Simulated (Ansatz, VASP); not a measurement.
# Cross-check of B (linear B chain) between VASP and Ansatz

Wanted: the spread between two codes on one cell, functional and k mesh. The structure shown is the end of the Ansatz relaxation below.

Main program and level: Ansatz 0.2.0; plane waves, with VASP 6.6.1 beside it; single point at PBE, single point at PBEsol and single point at r2SCAN.

**1. The starting structure**

The cell holds 1 atom: 1 B. Its edges and angles: a = 7.500 Å, b = 7.500 Å, c = 1.549 Å, α = 90.0°, β = 90.0°, γ = 90.0°. Vacuum lies along a and b. The structure's axis is c.

**2. Ansatz: relaxation, PBE**

Ansatz runs on its default PAW (the set named soft_2) files.

This run makes the geometry at which the two programs are then compared.

The input, input.yaml:

```yaml
crystal:
  lattice:
    - [7.5, 0.0, 0.0]
    - [0.0, 7.5, 0.0]
    - [0.0, 0.0, 1.5624]
  atoms:
    - { symbol: B, position: [0.5, 0.5, 0.0] }
kpoints:
  mp_grid: { grid: [1, 1, 52] }
scf:
  occupations: { method: fermi_dirac, width: 0.05 }
hamiltonian:
  xc: pbe
relax:
  cell: { fix: [a, b, alpha, beta, gamma] }
  max_steps: 60
```

Launch:

```bash
$ ansatz run input.yaml --threads 4 --pin off --max-ram 8192MiB --backend cpu --events-out ev --progress --plain --runs-dir out
```

Numbers of over 12 decimals in the logs are rounded to 6 here.

Log:

```text
Engine: ansatz 0.2.0, aarch64-unknown-linux-gnu
Pseudopotentials: kind: paw
Pseudopotential: B, paw, valence charge 3, recommended cutoff 420 eV (normal), B.paw.azcp
Functional definition: PBE
  parameter kappa = 0.804
  parameter beta = 0.066725
  exchange = pbe_x(kappa = kappa, mu = beta*pi^2/3)
  correlation = pbe_c(beta = beta)
Crystal: 1 atoms, lattice volume = 87.885 Å³
Basis set: ecut = 420 eV, 1733 PW (Γ), exchange–correlation on 108×108×24 points (8 copies of the dense FFT grid, shifted against one another)
Bands: 6, of which v1, the nominal top of the filled ones, is band 2 counted from 1 (1 counted from 0)
Symmetry: 16 space group operations
Space group: P4/mmm (ITA 123), of the structure as read, at distance tolerance 4.4e-5 Å
k-points: 27 of 52
Non-local potential: B, projectors of the file, l = 0: 2, l = 1: 2, l = 2: 1
PAW form: soft (Blöchl's): semilocal exchange-correlation on the pseudo side does not see the compensation charge
PAW one-centre angular grid: B, 110 points (default); XC on 64 Gauss nodes
Initial density: superposition of atomic densities (neutral atoms: chi_scale 0, normalization atom), corrected by the library's trained network
Initial wavefunctions: pseudopotential atomic-orbital guess
Functional: x = pbe(κ = 0.804, μ = 0.219515), c = pbe(β = 0.066725)
SCF iter   1: F=—  HF=-154.233559 eV  |F-HF|=—  |Δ(HF+E_count)|=         —  Δρ=2.93e-3  dr2=4.59e-3  ethr=1.77e-3  ⟨swp⟩=5.5  Hψ=1423  notcnv=0
preconditioner: auto → none  [insulator: Δε(μ)=0.282 eV  Ē_g=12.459 eV  σ=0.050 eV  W_gap=0.89  n_scr=8 (ndim 8)  ℏωp=6.9 eV  f_vac=0.669  D(μ)=0.33/eV (n_scr^D=0)  ε∞_Penn≈1.3]
SCF iter   2: F=—  HF=-154.235460 eV  |F-HF|=—  |Δ(HF+E_count)|=   1.90e-3  Δρ=1.26e-3  dr2=6.19e-4  ethr=1.53e-4  ⟨swp⟩=2.3  Hψ=493  notcnv=0  defer=16
SCF iter   3: F=—  HF=-154.235757 eV  |F-HF|=—  |Δ(HF+E_count)|=   2.97e-4  Δρ=2.54e-4  dr2=2.79e-5  ethr=2.06e-5  ⟨swp⟩=2.6  Hψ=232  notcnv=0  defer=16
SCF iter   4: F=—  HF=-154.235842 eV  |F-HF|=—  |Δ(HF+E_count)|=   8.50e-5  Δρ=1.20e-5  dr2=5.69e-8  ethr=9.29e-7  ⟨swp⟩=2.7  Hψ=245  notcnv=0  defer=16
iter 5 did not close the SCF: its close was put off for the readings that it lacked (scf_convergence_deferred on its scf_iter line)
SCF iter   5: F=-154.235842 eV  HF=-154.235842 eV  |F-HF|=2.80e-9  |Δ(HF+E_count)|=   1.99e-7  Δρ=1.17e-6  dr2=6.24e-10  ethr=1.90e-9  ⟨swp⟩=2.2  Hψ=198  notcnv=0  defer=16
SCF iter   6: F=-154.235842 eV  HF=-154.235842 eV  |F-HF|=9.09e-12  |Δ(HF+E_count)|=   2.87e-9  Δρ=4.25e-8  dr2=8.98e-13  ethr=2.08e-11  ⟨swp⟩=1.3  Hψ=429  notcnv=0
SCF 1 converged in 6 iterations: F = -154.235842 eV  dr2 = 8.98e-13
  greatest PAW one-centre occupation: 0.592 electrons in one spin orbital (limit 2), on the B atom at site 0 (counted from 0), in its partial waves of l = 0
relax step   1: F+E_penalty+E_count = -154.23584231 eV  Δ(F+E_penalty+E_count) = +0.000e0 eV  max|allowed force component| = 0.000e0 eV/Å  Δτ_max = 0.0000 Å  P = -0.327 GPa  Ω = 87.885 Å³  fix = [a, b, alpha, beta, gamma]  reactions: a +0.061, b +0.061 GPa  (6 SCF iters, dr2 threshold 1.00e-7 eV, accepted)
[...]
relax step   2: F+E_penalty+E_count = -154.23815758 eV  Δ(F+E_penalty+E_count) = -2.315e-3 eV  max|allowed force component| = 0.000e0 eV/Å  Δτ_max = 0.0000 Å  P = -0.097 GPa  Ω = 87.414 Å³  energy of the carried Pulay correction = +7.914e-5 eV  fix = [a, b, alpha, beta, gamma]  reactions: a +0.062, b +0.062 GPa  (4 SCF iters, dr2 threshold 1.00e-7 eV, accepted)
[...]
relax step   3: F+E_penalty+E_count = -154.23855670 eV  Δ(F+E_penalty+E_count) = -3.991e-4 eV  max|allowed force component| = 0.000e0 eV/Å  Δτ_max = 0.0000 Å  P = +0.045 GPa  Ω = 87.134 Å³  energy of the carried Pulay correction = +1.265e-4 eV  fix = [a, b, alpha, beta, gamma]  reactions: a +0.062, b +0.062 GPa  (4 SCF iters, dr2 threshold 1.00e-7 eV, accepted)
[...]
relax step   4: F+E_penalty+E_count = -154.23844647 eV  Δ(F+E_penalty+E_count) = +1.102e-4 eV  max|allowed force component| = 0.000e0 eV/Å  Δτ_max = 0.0000 Å  P = +0.043 GPa  Ω = 87.134 Å³  fix = [a, b, alpha, beta, gamma]  reactions: a +0.061, b +0.061 GPa  stress off target by 7.53e-3 GPa on what of the cell is left free  SCF on the basis re-selected at this cell (its energy is not comparable with the rows above)  (3 SCF iters)
basis re-selected at this cell: Δ(F+E_penalty+E_count) = +1.102e-4 eV, ΔP = -0.002 GPa vs the last step (what re-selecting the basis moved, of the pressure what is left beyond the Pulay correction that the steps carried, after the strain that the cell walked since its last selection, with what the two solves' SCF thresholds leave and, on support functions, any second-order correction that the steps lacked; it is no measure of the basis error at this ecutwfc). This SCF's stress stands 7.53e-3 GPa from its target on what of the cell is left free (relax.cell.stress_tol is 5.00e-2 GPa) and its largest allowed force component is 0.00e0 eV/Å (relax.f_tol is 1.00e-2 eV/Å): [rest of the remark cut]
SCF converged after 3 iterations
Free energy (F): -154.238446 eV
Harris-Foulkes:  -154.238446 eV  (|F-HF|=1.36e-11)
Internal energy: -154.235215 eV  (E = F + TS)
E sigma→0 (E₀):  -154.236831 eV
Entropy (-TS):   -0.003232 eV (-3.232 meV/atom)
Fermi energy:    -4.521090 eV
--- Per-component energies (eV) ---
  E_band       = -25.423280
  E_kinetic    = 43.758277
  E_local      = -186.357848  (includes V_loc(G=0)·N_el)
  E_nonlocal   = 13.572576
  E_hartree    = 70.550504
  E_xc         = -29.654309
  E_vxc        = -34.684732  (∫ρ·V_xc dr)
  E_paw        = -78.720922  (= ΣΔE_a)
  E_vpaw       = -2.812545  (= ΣTr[D̂ρ^β])
  E_aug_tail   = -0.000003  (compensation charges beyond the density's cutoff)
  E_ewald      = 12.616510
  E_smearing   = -0.003232  (= −TS)
  E_closure    = -0.000000  (closes the sum)
  Σ components = -154.238446   (vs F -154.238446, Δ=0.00e0)
--- Forces (eV/Å), atoms counted from 1 ---
  atom   1  B      0.00000000     0.00000000     0.00000000
  max |Σ_I F_I| component: 0.00e0 eV/Å
--- Stress (GPa, compression-positive) ---
        0.061140       0.000000       0.000000
        0.000000       0.061140       0.000000
        0.000000       0.000000       0.007531
  P = ⅓ Tr σ = 0.0433 GPa (0.433 kbar)
--- Relaxed structure (3 steps of the walk, 3 accepted, 1 SCFs on fresh bases) ---
  F+E_penalty+E_count = -154.23844647 eV   max|allowed force component| = 0.000e0 eV/Å   (the final SCF, on the basis selected at the relaxed cell)
  cell:  # Å, volume = 87.1336 Å³
    - [7.5, 0.0, 0.0]
    - [0.0, 7.5, 0.0]
    - [0.0, 0.0, 1.549041]
  atoms:
    - { symbol: B, position: [0.5, 0.5, 0.0] }
```

**3. VASP: single point, PBE**

The same cell, functional, mesh and smearing now go to VASP, with its own data sets.

Lines of VASP's logs that name or quote its potential files are left out, and so is its time.

The input, INCAR:

```
SYSTEM = B
PREC = Accurate
ENCUT = 500
EDIFF = 1E-06
NELM = 120
ISMEAR = -1
SIGMA = 0.05
LREAL = .FALSE.
ALGO = Normal
GGA = PE
NBANDS = 7
LORBIT = 11
LWAVE = .FALSE.
LCHARG = .FALSE.
ISIF = 2
LASPH = .TRUE.
GGA_COMPAT = .FALSE.
```

The input, POSCAR:

```
B
1.0
    7.5000000000      0.0000000000      0.0000000000
    0.0000000000      7.5000000000      0.0000000000
    0.0000000000      0.0000000000      1.5490413953
B
1
Direct
    0.5000000000      0.5000000000      0.0000000000
```

The input, KPOINTS:

```
Automatic mesh
0
Gamma
1 1 52
0 0 0
```

The projector-augmented-wave data sets are B (PBE family, release 64).

Launch:

```bash
$ mpirun -np 1 vasp_std
```

Log:

```text
[banner, memory and clock lines left out]
running    1 mpi-ranks, on    1 nodes
 distrk:  each k-point on    1 cores,    1 groups
 distr:  one band on    1 cores,    1 groups

 POSCAR found type information on POSCAR B
 POSCAR found :  1 types and       1 ions
 LDA part: xc-table for (Slater+PW92), standard interpolation
 POSCAR, INCAR and KPOINTS ok, starting setup
 FFT: planning ... GRIDC
 FFT: planning ... GRID_SOFT
 FFT: planning ... GRID
 WAVECAR not read
 entering main loop
       N       E                     dE             d eps       ncg     rms          rms(c)
DAV:   1     0.759357624951E+01    0.75936E+01   -0.10576E+03   378   0.233E+02
DAV:   2    -0.529735022152E+01   -0.12891E+02   -0.10927E+02   504   0.444E+01
DAV:   3    -0.576912139338E+01   -0.47177E+00   -0.46818E+00   518   0.115E+01
DAV:   4    -0.577140059293E+01   -0.22792E-02   -0.22792E-02   574   0.760E-01
DAV:   5    -0.577140171689E+01   -0.11240E-05   -0.11243E-05   553   0.185E-02    0.435E+00
DAV:   6    -0.524138447596E+01    0.53002E+00   -0.52009E-01   413   0.297E+00    0.238E+00
DAV:   7    -0.502745512263E+01    0.21393E+00   -0.76586E-01   448   0.345E+00    0.357E-01
DAV:   8    -0.502851413768E+01   -0.10590E-02   -0.91792E-03   392   0.667E-01    0.103E-01
DAV:   9    -0.502791479322E+01    0.59934E-03   -0.21116E-03   455   0.175E-01    0.538E-02
DAV:  10    -0.502911892213E+01   -0.12041E-02   -0.14596E-03   399   0.131E-01    0.217E-02
DAV:  11    -0.502927522241E+01   -0.15630E-03   -0.54553E-05   483   0.395E-02    0.995E-03
DAV:  12    -0.502954465823E+01   -0.26944E-03   -0.18046E-05   448   0.220E-02    0.309E-03
DAV:  13    -0.502961378193E+01   -0.69124E-04   -0.92221E-06   406   0.132E-02    0.337E-03
DAV:  14    -0.502962420333E+01   -0.10421E-04   -0.32252E-06   420   0.771E-03    0.297E-04
DAV:  15    -0.502962431476E+01   -0.11143E-06   -0.35810E-08   413   0.113E-03
   1 F= -.50296243E+01 E0= -.50280084E+01  d E =-.323184E-02
```

From OUTCAR (step 3):

```text
ion  position               nearest neighbor table
   1  0.500  0.500  0.000-

  LATTYP: Found a simple tetragonal cell.
 ALAT       =     7.5000000000
 C/A-ratio  =     0.2065388527

 Subroutine GETGRP returns: Found 16 space group operations
 (whereof 16 operations were pure point group operations)

The static configuration has the point symmetry D_4h.

 Found     27 irreducible k-points:

   k-points           NKPTS =     27   k-points in BZ     NKDIM =     27   number of bands    NBANDS=      7

   dimension x,y,z NGX =    56 NGY =   56 NGZ =   12
   dimension x,y,z NGXF=   112 NGYF=  112 NGZF=   24

   ENCUT  =  500.0 eV  36.75 Ry    6.06 a.u.  13.67 13.67  2.82*2*pi/ulx,y,z

   NELECT =       3.0000    total number of electrons

 k-points in reciprocal lattice and weights: Automatic mesh
   0.00000000  0.00000000  0.00000000       0.019
   0.00000000  0.00000000  0.01923077       0.038
   0.00000000  0.00000000  0.03846154       0.038
   0.00000000  0.00000000  0.05769231       0.038
   0.00000000  0.00000000  0.07692308       0.038
   0.00000000  0.00000000  0.09615385       0.038
   0.00000000  0.00000000  0.11538462       0.038
   0.00000000  0.00000000  0.13461538       0.038
   0.00000000  0.00000000  0.15384615       0.038
[...]
0.00000000  0.00000000  0.48076923       0.038
   0.00000000  0.00000000  0.50000000       0.019

 average (electrostatic) potential at core
       1 -36.1891

 E-fermi :  -4.7832

 k-point     1 :       0.0000    0.0000    0.0000
  band No.  band energies     occupation
      1     -12.9061      2.00000
      2      -5.7269      2.00000
      3      -5.7269      2.00000
      4      -0.0766      0.00000
      5       1.7725      0.00000
      6       2.7911      0.00000
      7       2.7911      0.00000

 k-point     2 :       0.0000    0.0000    0.0192
  band No.  band energies     occupation
      1     -12.8918      2.00000
      2      -5.7047      2.00000
      3      -5.7047      2.00000
      4      -0.0546      0.00000
      5       1.7957      0.00000
      6       2.8140      0.00000
      7       2.8140      0.00000

 k-point     3 :       0.0000    0.0000    0.0385
  band No.  band energies     occupation
      1     -12.8491      2.00000
      2      -5.6379      2.00000
      3      -5.6379      2.00000
      4       0.0116      0.00000
      5       1.8652      0.00000
      6       2.8829      0.00000
      7       2.8829      0.00000

  Total        0.0305381      0.0305381     -0.0069310      0.0000000      0.0000000      0.0000000
  in kB        0.5615230      0.5615230     -0.1274448      0.0000000      0.0000000      0.0000000
  external PRESSURE =       0.3318671 kB  Pullay stress =       0.0000000 kB

  energy-cutoff  :      500.00
  volume of cell :       87.13
      direct lattice vectors                 reciprocal lattice vectors
     7.500000000  0.000000000  0.000000000     0.133333333  0.000000000  0.000000000
     0.000000000  7.500000000  0.000000000     0.000000000  0.133333333  0.000000000
     0.000000000  0.000000000  1.549041395     0.000000000  0.000000000  0.645560540

 POSITION                                       TOTAL-FORCE (eV/Angst)
 -----------------------------------------------------------------------------------
      3.75000      3.75000      0.00000         0.000000      0.000000      0.000000
 -----------------------------------------------------------------------------------
    total drift:                                0.000000      0.000000     -0.000000

  FREE ENERGIE OF THE ION-ELECTRON SYSTEM (eV)
  ---------------------------------------------------
  free  energy   TOTEN  =        -5.0296243148 eV

  energy  without entropy=       -5.0263924770  energy(sigma->0) =       -5.02800840

 total charge
# of ion       s       p       d       tot
------------------------------------------
    1        0.797   1.126   0.000   1.923

[... 3 further parts left out ...]
```

This run has no spin polarisation. Its electron count is odd, so without a moment it is a metal by construction.

**4. Comparison**

Known differences besides the potentials themselves: the cutoff is 420 eV in Ansatz and 500 eV in VASP; Ansatz's pressure holds a Pulay correction, VASP's none. Total energies have different zeros and are not compared.

Compared:

```
      quantity  Ansatz  VASP  difference
pressure (GPa)    0.04  0.03       +0.01
```

**5. Ansatz: relaxation, PBEsol**

This run makes the geometry at which the two programs are then compared.

The structure compared here is the end of the Ansatz relaxation.

input.yaml, the sections that differ from step 2:

```yaml
crystal:
  lattice:
    - [7.5, 0.0, 0.0]
    - [0.0, 7.5, 0.0]
    - [0.0, 0.0, 1.5624]
  atoms:
    - { symbol: B, position: [0.5, 0.5, 0.0], spin: 0.3 }
magnetization:
  spin_polarized: true
hamiltonian:
  xc: pbesol
# kpoints, scf, relax: as in step 2
```

Launch:

```bash
$ ansatz run input.yaml --threads 4 --pin off --max-ram 8192MiB --backend cpu --events-out ev --progress --plain --runs-dir out
```

Log:

```text
[...]
Crystal: 1 atoms, lattice volume = 87.885 Å³
Basis set: ecut = 420 eV, 1733 PW (Γ), exchange–correlation on 108×108×24 points (8 copies of the dense FFT grid, shifted against one another)
Bands: 6, of which v1, the nominal top of the filled ones, is band 2 counted from 1 (1 counted from 0)
Symmetry: 16 space group operations
[...]
0.058455      -0.000000       0.000000
       -0.000000       0.058455       0.000000
        0.000000       0.000000       0.007264
  P = ⅓ Tr σ = 0.0414 GPa (0.414 kbar)
--- Relaxed structure (3 steps of the walk, 3 accepted, 1 SCFs on fresh bases) ---
[...]
cell:  # Å, volume = 87.1305 Å³
    - [7.5, 0.0, 0.0]
    - [0.0, 7.5, 0.0]
    - [0.0, 0.0, 1.548987]
  atoms:
    - { symbol: B, position: [0.5, 0.5, 0.0] }
[key lines of the parts left out:]
SCF converged after 4 iterations
Magnetization: 0.0000 μB (1.5000 up, 1.5000 down)
Free energy (F): -150.752156 eV
Fermi energy:    -4.558619 eV
```

**6. VASP: single point, PBEsol**

The same cell, functional, mesh and smearing now go to VASP, with its own data sets.

Changes to INCAR since step 3:

```diff
@@ -4,3 +4,3 @@
 EDIFF = 1E-06
-NELM = 120
+NELM = 200
 ISMEAR = -1
@@ -9,4 +9,6 @@
 ALGO = Normal
-GGA = PE
-NBANDS = 7
+GGA = PS
+NBANDS = 8
+ISPIN = 2
+MAGMOM = 0
 LORBIT = 11
```

Changes to POSCAR since step 3:

```diff
@@ -4,3 +4,3 @@
     0.0000000000      7.5000000000      0.0000000000
-    0.0000000000      0.0000000000      1.5490413953
+    0.0000000000      0.0000000000      1.5489874130
 B
```

KPOINTS is that of step 3.

Launch:

```bash
$ mpirun -np 1 vasp_std
```

Log:

```text
[banner, memory and clock lines left out]
running    1 mpi-ranks, on    1 nodes
[...]
|                                                                             |
|               ----> ADVICE to this user running VASP <----                  |
|                                                                             |
|     You enforced a specific xc type in the INCAR file but a different       |
|     [... a line on the potential file left out ...]
|     I HOPE YOU KNOW WHAT YOU ARE DOING!                                     |
|                                                                             |

 LDA part: xc-table for (Slater+PW92), standard interpolation
 POSCAR, INCAR and KPOINTS ok, starting setup
[...]
entering main loop
       N       E                     dE             d eps       ncg     rms          rms(c)
DAV:   1     0.530682815421E+01    0.53068E+01   -0.10916E+03   872   0.201E+02
DAV:   2    -0.555046254360E+01   -0.10857E+02   -0.92032E+01  1120   0.379E+01
DAV:   3    -0.585480901655E+01   -0.30435E+00   -0.30362E+00  1144   0.865E+00
DAV:   4    -0.585610313235E+01   -0.12941E-02   -0.12939E-02  1360   0.558E-01
[...]
DAV:  14    -0.512347492687E+01   -0.32896E-04   -0.13888E-06   928   0.586E-03    0.165E-03
DAV:  15    -0.512350029821E+01   -0.25371E-04   -0.28577E-06   944   0.659E-03    0.359E-04
DAV:  16    -0.512350052667E+01   -0.22845E-06   -0.17325E-08  1016   0.707E-04
   1 F= -.51235005E+01 E0= -.51218853E+01  d E =-.323055E-02  mag=    -0.0000
```

[end of part 1 of 2]

[Lines on the potential files, build, host, timing and source positions are cut from VASP's logs without a mark.]

[Logs are printed without paths, hosts, clocks, repeated set-up lines and the standing remarks that a program may print on its own settings, such as how far it seeks lower states.]

[Hosts, paths, dates, database ids (printed as entryN), source tags and the programs' standing remarks are cut or masked in the printed files.]
